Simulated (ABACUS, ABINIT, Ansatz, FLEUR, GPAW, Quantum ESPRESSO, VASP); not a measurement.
# PbS: 8 runs at one level of theory

```
Pb S
1.0
     0.00000    2.96575    2.96575
     2.96575    0.00000    2.96575
     2.96575    2.96575    0.00000
Pb S
1 1
Direct
  0.98849 0.01386 0.99772
  0.49387 0.50530 0.49704
```

Atoms were shifted at random by some hundredths of an Å from the given cell, which wasn't relaxed again for these runs.

Alike in all runs: task single point; functional PBE; k mesh 8 × 8 × 8; occupations fermi-dirac, width 0.05 eV; no spin polarisation; no spin-orbit coupling. Pressure is positive in compression and, in plane waves, holds the error of the finite cutoff, which Ansatz's Pulay term estimates and takes out.

```csv
program and potentials,plane-wave cutoff (eV),notes,band gap (eV),pressure (GPa),energy over the undisturbed cell (meV/atom)
"GPAW, GPAW PAW data sets (gpaw-data 1.2.1)",600,-,0.31,2.00,0.09
"ABACUS, PseudoDojo NC SR 0.4.1 PBE standard, plane waves",857,-,?,?,?
"ABINIT, JTH PAW PBE v2.0",599,-,0.36,2.29,0.09
"Ansatz, all-electron LAPW, scalar-relativistic",-,-,0.36,2.25,-
"Quantum ESPRESSO, SSSP 1.3 efficiency PBE",748,-,0.37,2.18,0.14
"Ansatz, Ansatz PAW (earlier soft set)",420,Pulay term of +0.02 GPa included,0.37,2.24,0.13
"FLEUR, all-electron, FLAPW",-,-,0.36,-,0.13
"VASP, PBE PAW files Pb_d, S, 520 eV",520,-,0.37,2.17,-
```

Task: Estimate from the other rows what the run with ABACUS, PseudoDojo NC SR 0.4.1 PBE standard, plane waves gave.

Result: Band gap 0.37 eV; pressure 2.25 GPa; energy over the undisturbed cell 0.15 meV/atom. The other rows, which needn't bracket it: band gap 0.31 to 0.37; pressure 2.00 to 2.29; energy over the undisturbed cell 0.09 to 0.14.
